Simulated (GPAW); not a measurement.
# InP (F-43m) in GPAW: notebook

One crystal, InP, is run at these levels: PBE, TASK, WC; tasks: gruneisen, Born charges, elastic constants.

Everything below comes from runs of GPAW 26.7.0. Logs are shortened: lines on timing, memory, paths and dates and some standing lists are left out, and cuts for length are marked. The log counts tension as positive stress, the text compression.

**Experimental background.**

From a printed reference work, data compilation, for a bulk crystal of InP at 1.6 K: band gap 1.4236 eV (direct).

The runs below are set against these values where they give the same quantity.

## (1) Starting point

It takes space group F-43m (No. 216, cubic). Conventional cell: a = 5.861 Å, b = 5.861 Å, c = 5.861 Å, α = 90.00°, β = 90.00°, γ = 90.00°. In (site symmetry -43m) has 4 P at 2.54 Å as nearest neighbours. P (site symmetry -43m) is surrounded by 4 In at 2.54 Å.

## (2) Gruneisen, PBE

run.py

```python
import json
import numpy as np
import spglib
from ase import Atoms
from ase.constraints import FixSymmetry
from ase.filters import FrechetCellFilter
from ase.io import read, write
from ase.optimize import BFGS
from phonopy import Phonopy
from phonopy.structure.atoms import PhonopyAtoms
from gpaw import GPAW, PW

atoms = read('InP.cif')
cell, positions, numbers = spglib.find_primitive(
    (atoms.cell[:], atoms.get_scaled_positions(), atoms.numbers), symprec=1e-4)
atoms = Atoms(numbers, cell=cell, scaled_positions=positions, pbc=True)

calc = GPAW(mode=PW(600),
            xc='PBE',
            kpts={'size': (8, 8, 8), 'gamma': True},
            occupations={'name': 'fermi-dirac', 'width': 0.05},
            nbands=18,
            convergence={'density': 1e-06, 'eigenstates': 1e-09},
            maxiter=150,
            txt='gpaw.txt')
atoms.calc = calc
atoms.set_constraint(FixSymmetry(atoms))
BFGS(FrechetCellFilter(atoms), trajectory='relax.traj', logfile='-').run(fmax=0.005, steps=40)
atoms.set_constraint()
energy = atoms.get_potential_energy()
forces = atoms.get_forces()
stress = atoms.get_stress()
calc.write('gs.gpw')
write('result.traj', atoms)
print('Cell:', atoms.cell.cellpar().round(4))
print(atoms.get_scaled_positions().round(5))

def force_constants(scale):
    unit = PhonopyAtoms(symbols=atoms.get_chemical_symbols(), cell=atoms.cell[:] * scale**(1 / 3),
                        scaled_positions=atoms.get_scaled_positions())
    ph = Phonopy(unit, supercell_matrix=np.diag([1, 1, 1]), primitive_matrix=np.eye(3), symprec=1e-4)
    ph.generate_displacements(distance=0.01)
    forces = []
    for i, sc in enumerate(ph.supercells_with_displacements):
        a = Atoms(sc.symbols, cell=sc.cell, scaled_positions=sc.scaled_positions, pbc=True)
        c = GPAW(mode=PW(510),
                 xc='PBE',
                 kpts={'size': (8, 8, 8), 'gamma': True},
                 occupations={'name': 'fermi-dirac', 'width': 0.05},
                 nbands=18,
                 convergence={'density': 1e-06, 'eigenstates': 1e-09},
                 maxiter=150,
                 txt=f'disp-{scale:.3f}-{i:02d}.txt')
        a.calc = c
        f = a.get_forces()
        forces.append(f - f.mean(axis=0))
        print(f'displacement {i}: drift', f.mean(axis=0).round(5), flush=True)
    ph.forces = forces
    ph.produce_force_constants()
    ph.symmetrize_force_constants()
    return ph

qpoints = [[0.0, 0.0, 0.0]]
results = {}
for scale in [0.99, 1.0, 1.01]:
    ph = force_constants(scale)
    ph.run_qpoints(qpoints)
    nu = ph.qpoints.frequencies * 33.35641  # THz to cm^-1
    results[f'{scale:.3f}'] = nu.tolist()
    for qp, f in zip(qpoints, nu):
        print(scale, np.round(qp, 4), f.round(2))

lo, mid, hi = (np.array(results[x]) for x in ('0.990', '1.000', '1.010'))
gamma = np.where(abs(mid) > 5, -(hi - lo) / (np.log(1.01 / 0.99) * np.where(abs(mid) > 5, mid, 1)), 0)
results['gamma'] = gamma.tolist()
print('Mode Grueneisen parameters:')
print(gamma.round(3))
json.dump(results, open('phonons.json', 'w'))
```

InP.cif

```cif
data_InP
_cell_length_a 5.86100000
_cell_length_b 5.86100000
_cell_length_c 5.86100000
_cell_angle_alpha 90.00000000
_cell_angle_beta 90.00000000
_cell_angle_gamma 90.00000000
_space_group_name_H-M_alt 'F-43m'
_space_group_name_Hall 'F -4 2 3'
_space_group_IT_number 216
loop_
_space_group_symop_operation_xyz
'x,y,z'
'y,-x,-z'
'-x,-y,z'
'-y,x,-z'
'x,-y,-z'
'y,x,z'
'-x,y,-z'
'-y,-x,z'
'z,x,y'
'-z,y,-x'
'z,-x,-y'
'-z,-y,x'
'-z,x,-y'
'z,y,x'
'-z,-x,y'
'z,-y,-x'
'y,z,x'
'-x,-z,y'
'-y,z,-x'
'x,-z,-y'
'-y,-z,x'
'x,z,y'
'y,-z,-x'
'-x,z,-y'
'x,y+1/2,z+1/2'
'y,-x+1/2,-z+1/2'
'-x,-y+1/2,z+1/2'
'-y,x+1/2,-z+1/2'
'x,-y+1/2,-z+1/2'
'y,x+1/2,z+1/2'
'-x,y+1/2,-z+1/2'
'-y,-x+1/2,z+1/2'
'z,x+1/2,y+1/2'
'-z,y+1/2,-x+1/2'
'z,-x+1/2,-y+1/2'
'-z,-y+1/2,x+1/2'
'-z,x+1/2,-y+1/2'
'z,y+1/2,x+1/2'
'-z,-x+1/2,y+1/2'
'z,-y+1/2,-x+1/2'
'y,z+1/2,x+1/2'
'-x,-z+1/2,y+1/2'
'-y,z+1/2,-x+1/2'
'x,-z+1/2,-y+1/2'
'-y,-z+1/2,x+1/2'
'x,z+1/2,y+1/2'
'y,-z+1/2,-x+1/2'
'-x,z+1/2,-y+1/2'
'x+1/2,y,z+1/2'
'y+1/2,-x,-z+1/2'
'-x+1/2,-y,z+1/2'
'-y+1/2,x,-z+1/2'
'x+1/2,-y,-z+1/2'
'y+1/2,x,z+1/2'
'-x+1/2,y,-z+1/2'
'-y+1/2,-x,z+1/2'
'z+1/2,x,y+1/2'
'-z+1/2,y,-x+1/2'
'z+1/2,-x,-y+1/2'
'-z+1/2,-y,x+1/2'
'-z+1/2,x,-y+1/2'
'z+1/2,y,x+1/2'
'-z+1/2,-x,y+1/2'
'z+1/2,-y,-x+1/2'
'y+1/2,z,x+1/2'
'-x+1/2,-z,y+1/2'
'-y+1/2,z,-x+1/2'
'x+1/2,-z,-y+1/2'
'-y+1/2,-z,x+1/2'
'x+1/2,z,y+1/2'
'y+1/2,-z,-x+1/2'
'-x+1/2,z,-y+1/2'
'x+1/2,y+1/2,z'
'y+1/2,-x+1/2,-z'
'-x+1/2,-y+1/2,z'
'-y+1/2,x+1/2,-z'
'x+1/2,-y+1/2,-z'
'y+1/2,x+1/2,z'
'-x+1/2,y+1/2,-z'
'-y+1/2,-x+1/2,z'
'z+1/2,x+1/2,y'
'-z+1/2,y+1/2,-x'
'z+1/2,-x+1/2,-y'
'-z+1/2,-y+1/2,x'
'-z+1/2,x+1/2,-y'
'z+1/2,y+1/2,x'
'-z+1/2,-x+1/2,y'
'z+1/2,-y+1/2,-x'
'y+1/2,z+1/2,x'
'-x+1/2,-z+1/2,y'
'-y+1/2,z+1/2,-x'
'x+1/2,-z+1/2,-y'
'-y+1/2,-z+1/2,x'
'x+1/2,z+1/2,y'
'y+1/2,-z+1/2,-x'
'-x+1/2,z+1/2,-y'
loop_
_atom_site_label
_atom_site_type_symbol
_atom_site_symmetry_multiplicity
_atom_site_Wyckoff_symbol
_atom_site_fract_x
_atom_site_fract_y
_atom_site_fract_z
_atom_site_occupancy
In1 In 4 a 0.0000000000 0.0000000000 0.0000000000 1
P1 P 4 c 0.2500000000 0.2500000000 0.2500000000 1
```

Potentials or basis: GPAW PAW data sets (gpaw-data 1.2.1), pw.

Launch:

```console
$ OMP_NUM_THREADS=1 python run.py
```

gpaw.txt:

```text
__  _  _
 | _ |_)|_||  |
 |__||  | ||/\| - 26.7.0

Input parameters:
  mode=PW(ecut=600.0),
  convergence={'density': 1e-06, 'eigenstates': 1e-09},
  kpts=MonkhorstPack(size=(8, 8, 8), gamma=True),
  maxiter=150,
  nbands=18,
  occupations=Occupations(name='fermi-dirac', width=0.05),
  xc=XC(name='PBE')

Diagonalizing LCAO Hamiltonian
Converting LCAO to pw mode

           P

       In

Atoms  # Å, Bohr magnetons
|   | symbol |        x |        y |        z |    initial magnetic moments |
|---|--------|----------|----------|----------|-----------------------------|
| 0 |     In | 0.000000 | 0.000000 | 0.000000 | ( 0.0000,  0.0000,  0.0000) |
| 1 |      P | 1.465250 | 1.465250 | 1.465250 | ( 0.0000,  0.0000,  0.0000) |
[... 168 lines left out ...]
SCF iterations
|iter     | |      energy | eigst |  dens |
|---------|-|-------------|-------|-------|
|iter:   1| |   -8.967187 | -0.28 |       |
|iter:   2| |   -8.891191 | -2.21 | -1.11 |
|iter:   3| |   -8.612375 | -1.76 | -1.16 |
|iter:   4| |   -8.612330 | -3.19 | -1.74 |
|iter:   5| |   -8.612445c| -3.94 | -2.24 |
|iter:   6| |   -8.612493c| -5.37 | -3.02 |
|iter:   7| |   -8.612498c| -6.47 | -3.53 |
|iter:   8| |   -8.612498c| -7.93 | -4.57 |
|iter:   9| |   -8.612498c| -9.20c| -5.33 |
|iter:  10| |   -8.612498c| -9.58c| -5.93 |
|iter:  11| |   -8.612498c|-10.33c| -6.60c|

Converged in 11 steps
Energy contributions relative to reference atoms: (reference = -169278.333319)

Energy contributions:
  Kinetic:          22.519218
  Coulomb:         -20.607337
  Zero:              0.128371
  External:          0.000000
  Xc:              -10.652748
  Entropy:          -0.000005
  Spinorbit:         0.000000
  ----------------------------
  Free energy:      -8.612500
  Extrapolated:     -8.612498
[... 31 lines left out ...]
Stress tensor  # eV/Ang^3
|         x |         y |         z |
|-----------|-----------|-----------|
| -0.019001 |  0.000000 |  0.000000 |
|  0.000000 | -0.019001 |  0.000000 |
|  0.000000 |  0.000000 | -0.019001 |

Forces  # eV/Ang
|       x |        y |        z |
|---------|----------|----------|
| 0.00000 | -0.00000 | -0.00000 |  # In   0
| 0.00000 | -0.00000 | -0.00000 |  # P    1

Interpolating wave functions to new cell

           P

       In

Atoms  # Å, Bohr magnetons
|   | symbol |        x |        y |        z |    initial magnetic moments |
|---|--------|----------|----------|----------|-----------------------------|
| 0 |     In | 0.000000 | 0.000000 | 0.000000 | ( 0.0000,  0.0000,  0.0000) |
| 1 |      P | 1.470263 | 1.470263 | 1.470263 | ( 0.0000,  0.0000,  0.0000) |

Unit cell  # Å
| periodic |        x |         y |        z |  lengths |    angles |
|----------|----------|-----------|----------|----------|-----------|
|      yes | 0.000000 |  2.940527 | 2.940527 | 4.158532 | 60.000000 |
|      yes | 2.940527 | -0.000000 | 2.940527 | 4.158532 | 60.000000 |
|      yes | 2.940527 |  2.940527 | 0.000000 | 4.158532 | 60.000000 |

Number of symmetries: 24
Symmetry operations  # r_c * U_cc + t_c -> r_c
|    | kind |            matrix            |
|----|------|------------------------------|
|  0 |  E   |  1, 0, 0,  0, 1, 0,  0, 0, 1 |
|  1 |  σ   |  1, 0, 0,  0, 0, 1,  0, 1, 0 |
|  2 |  σ   |  1, 0,-1,  0, 1,-1,  0, 0,-1 |
|  3 |  C3  |  1, 0,-1,  0, 0,-1,  0, 1,-1 |
|  4 |  C3  |  1,-1, 0,  0,-1, 1,  0,-1, 0 |
|  5 |  σ   |  1,-1, 0,  0,-1, 0,  0,-1, 1 |
|  6 |  σ   |  0, 1, 0,  1, 0, 0,  0, 0, 1 |
|  7 |  C3  |  0, 1, 0,  0, 0, 1,  1, 0, 0 |
|  8 |  C2  |  0, 1,-1,  1, 0,-1,  0, 0,-1 |
|  9 |  S4  |  0, 1,-1,  0, 0,-1,  1, 0,-1 |
| 10 |  C3  |  0, 0, 1,  1, 0, 0,  0, 1, 0 |
| 11 |  σ   |  0, 0, 1,  0, 1, 0,  1, 0, 0 |
| 12 |  S4  |  0, 0,-1,  1, 0,-1,  0, 1,-1 |
| 13 |  C3  |  0, 0,-1,  0, 1,-1,  1, 0,-1 |
[... 142 lines left out ...]
SCF iterations
|iter     | |      energy | eigst |  dens |
|---------|-|-------------|-------|-------|
|iter:   1| |   -8.625284 | -2.07 |       |
|iter:   2| |   -8.624592 | -4.50 | -2.21 |
|iter:   3| |   -8.621243c| -4.01 | -2.25 |
|iter:   4| |   -8.621255c| -4.98 | -2.97 |
|iter:   5| |   -8.621284c| -5.34 | -3.33 |
|iter:   6| |   -8.621283c| -7.50 | -4.53 |
|iter:   7| |   -8.621283c| -8.74 | -4.81 |
|iter:   8| |   -8.621283c| -9.71c| -5.32 |
|iter:   9| |   -8.621283c|-10.46c| -6.06c|

Converged in 9 steps
Energy contributions relative to reference atoms: (reference = -169278.333319)

Energy contributions:
  Kinetic:          21.707979
  Coulomb:         -19.966319
  Zero:              0.128113
  External:          0.000000
  Xc:              -10.491052
  Entropy:          -0.000008
  Spinorbit:         0.000000
  ----------------------------
  Free energy:      -8.621287
  Extrapolated:     -8.621283
[... 31 lines left out ...]
Stress tensor  # eV/Ang^3
|         x |         y |         z |
|-----------|-----------|-----------|
| -0.014355 | -0.000000 |  0.000000 |
| -0.000000 | -0.014355 |  0.000000 |
|  0.000000 |  0.000000 | -0.014355 |

Forces  # eV/Ang
|        x |       y |        z |
|----------|---------|----------|
| -0.00000 | 0.00000 | -0.00000 |  # In   0
| -0.00000 | 0.00000 |  0.00000 |  # P    1

Interpolating wave functions to new cell

           P

       In

Atoms  # Å, Bohr magnetons
|   | symbol |        x |        y |        z |    initial magnetic moments |
|---|--------|----------|----------|----------|-----------------------------|
| 0 |     In | 0.000000 | 0.000000 | 0.000000 | ( 0.0000,  0.0000,  0.0000) |
| 1 |      P | 1.486547 | 1.486547 | 1.486547 | ( 0.0000,  0.0000,  0.0000) |
[... 168 lines left out ...]
SCF iterations
|iter     | |      energy | eigst |  dens |
|---------|-|-------------|-------|-------|
|iter:   1| |   -8.675514 | -1.09 |       |
|iter:   2| |   -8.668425 | -3.51 | -1.70 |
|iter:   3| |   -8.633861 | -3.01 | -1.74 |
|iter:   4| |   -8.633975 | -3.97 | -2.46 |
|iter:   5| |   -8.634267c| -4.34 | -2.82 |
|iter:   6| |   -8.634263c| -6.56 | -4.10 |
|iter:   7| |   -8.634263c| -7.87 | -4.37 |
|iter:   8| |   -8.634263c| -8.74 | -4.85 |
|iter:   9| |   -8.634263c| -9.44c| -5.51 |
|iter:  10| |   -8.634263c| -9.86c| -6.19c|

Converged in 10 steps
Energy contributions relative to reference atoms: (reference = -169278.333319)

Energy contributions:
  Kinetic:          19.222250
  Coulomb:         -18.001814
  Zero:              0.127341
  External:          0.000000
  Xc:               -9.982022
  Entropy:          -0.000038
  Spinorbit:         0.000000
  ----------------------------
  Free energy:      -8.634282
  Extrapolated:     -8.634263
[... 31 lines left out ...]
Stress tensor  # eV/Ang^3
|         x |         y |         z |
|-----------|-----------|-----------|
| -0.000759 | -0.000000 | -0.000000 |
| -0.000000 | -0.000759 |  0.000000 |
| -0.000000 |  0.000000 | -0.000759 |

Forces  # eV/Ang
|        x |        y |        z |
|----------|----------|----------|
|  0.00000 | -0.00000 |  0.00000 |  # In   0
| -0.00000 |  0.00000 | -0.00000 |  # P    1

Interpolating wave functions to new cell

           P

       In

Atoms  # Å, Bohr magnetons
|   | symbol |        x |        y |        z |    initial magnetic moments |
|---|--------|----------|----------|----------|-----------------------------|
| 0 |     In | 0.000000 | 0.000000 | 0.000000 | ( 0.0000,  0.0000,  0.0000) |
| 1 |      P | 1.487494 | 1.487494 | 1.487494 | ( 0.0000,  0.0000,  0.0000) |
[... 168 lines left out ...]
SCF iterations
|iter     | |      energy | eigst |  dens |
|---------|-|-------------|-------|-------|
|iter:   1| |   -8.634473 | -3.45 |       |
|iter:   2| |   -8.634450 | -5.83 | -2.94 |
|iter:   3| |   -8.634338c| -5.46 | -2.97 |
|iter:   4| |   -8.634339c| -6.42 | -3.70 |
|iter:   5| |   -8.634340c| -6.80 | -4.05 |
|iter:   6| |   -8.634340c| -8.95 | -5.25 |
|iter:   7| |   -8.634340c| -9.45c| -5.53 |
|iter:   8| |   -8.634340c| -9.66c| -6.05c|

Converged in 8 steps
Energy contributions relative to reference atoms: (reference = -169278.333319)

Energy contributions:
  Kinetic:          19.084401
  Coulomb:         -17.892853
  Zero:              0.127298
  External:          0.000000
  Xc:               -9.953165
  Entropy:          -0.000042
  Spinorbit:         0.000000
  ----------------------------
  Free energy:      -8.634361
  Extrapolated:     -8.634340
[... 31 lines left out ...]
Stress tensor  # eV/Ang^3
|         x |         y |         z |
|-----------|-----------|-----------|
| -0.000038 |  0.000000 |  0.000000 |
|  0.000000 | -0.000038 |  0.000000 |
|  0.000000 |  0.000000 | -0.000038 |

Forces  # eV/Ang
|        x |       y |        z |
|----------|---------|----------|
|  0.00000 | 0.00000 |  0.00000 |  # In   0
| -0.00000 | 0.00000 | -0.00000 |  # P    1

# Writing to gs.gpw (mode='')
```

It took 7.6 min on 1 thread of Arm Neoverse V2, shared host; peak memory 0.41 GiB.

Results:

```
Free energy                                             : -8.6344 eV
Relaxed volume                                          : 26.33 Å³/atom
Relaxed cell                                            : a = 4.207 Å, b = 4.207 Å, c = 4.207 Å, α = 60.00°, β = 60.00°, γ = 60.00°
Space group after relaxing (to 0.05 Å)                  : F-43m (No. 216)
Pressure after relaxing                                 : 0.0 GPa
Band gap on the k mesh                                  : 0.47 eV, direct
Highest phonon frequency at Γ, LO-TO splitting left out : 286 cm⁻¹
```

Final structure:
```xyz
2
Lattice="0.0000 2.9750 2.9750 2.9750 0.0000 2.9750 2.9750 2.9750 0.0000" Properties=species:S:1:pos:R:3 pbc="T T T"
In    0.0000    0.0000    0.0000
P     1.4875    1.4875    1.4875
```

Levels at points of the mesh, in eV from the valence-band top:
| k point | band 6 | band 7 | band 8 | band 9 | band 10 | band 11 | band 12 | band 13 |
| --- | --- | --- | --- | --- | --- | --- | --- | --- |
| (0.00, 0.00, 0.00) | -11.22 | 0.00 | 0.00 | 0.00 | 0.47 | 4.06 | 4.06 | 4.06 |
| (0.50, 0.50, 0.00) | -9.03 | -5.56 | -2.19 | -2.19 | 1.84 | 2.27 | 8.94 | 9.27 |
| (0.50, 0.50, 0.50) | -9.63 | -5.50 | -0.92 | -0.92 | 1.39 | 4.79 | 4.79 | 7.01 |

Phonon frequencies in cm⁻¹ (negative: imaginary):
```
              q point        frequencies
(0.000, 0.000, 0.000)  0 0 0 286 286 286
```

Mode Grüneisen parameters of phonons at Γ, in order of frequency: 1.34, 1.34, 1.34

Caveat: the cutoff is short for stress and forces, so pressures can be off by a GPa or more; the density grid can change from cell to cell, which puts small steps into energies and stress; the LO-TO splitting is left out; spin-orbit coupling is left out, which moves the levels of the heavy elements.

(Continued in part 2 of 2.)
